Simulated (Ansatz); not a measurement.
Crystal: CoO.

```xyz
2
Lattice="0.0000 2.1315 2.1315 2.1315 0.0000 2.1315 2.1315 2.1315 0.0000" Properties=species:S:1:pos:R:3 pbc="T T T"
Co    0.0000    0.0000    0.0000
O     2.1315    2.1315    2.1315
```

```yaml
Program: Ansatz 0.2.0
Task: relaxation of cell and atoms
Functional: PBEsol
Potentials_or_basis: Ansatz PAW
Cutoff: "420 eV (not typed: the program's choice for these potentials)"
k_mesh: 11 × 11 × 11
Occupations: fermi-dirac, width 0.05 eV
Spin: collinear spin, ferromagnetic start
Starting_moments: "[2.0, 0.0] μB"
```

At the start: volume 9.68 Å³/atom.

**Question.** Where does the relaxation end?

**Answer.** It ends after 7 steps and the volume is 9.08 Å³/atom (-6.3 %); space group Fm-3m (No. 225, to 0.05 Å); moment 2.80 μB per cell.

Step by step:
| step | energy change (eV) | largest force (eV/Å) | volume (Å³) |
| --- | --- | --- | --- |
| 1 | 0.0000 | 0.0000 | 19.37 |
| 2 | -0.0345 | 0.0000 | 18.75 |
| 3 | -0.0475 | 0.0000 | 18.14 |
| 4 | -0.0474 | 0.0000 | 18.19 |
| 5 | -0.0430 | 0.0000 | 18.19 |
| 6 | -0.0432 | 0.0000 | 18.15 |
| 7 | -0.0431 | 0.0000 | 18.15 |

Final structure:
```xyz
2
Lattice="0.0000 2.0859 2.0859 2.0859 0.0000 2.0859 2.0859 2.0859 0.0000" Properties=species:S:1:pos:R:3 pbc="T T T"
Co    0.0000    0.0000    0.0000
O     2.0859    2.0859    2.0859
```

Caveat: the plane-wave basis is chosen anew once the cell has moved, so the energies of steps on either side of that aren't comparable; the pressure holds a Pulay correction of +0.8 GPa for the finite cutoff; a cell with one magnetic atom can't hold antiferromagnetic order, which such compounds often take; the PAW data sets come from PBE, with cores solved anew for the run's functional, which leaves a small shift of forces and pressure.
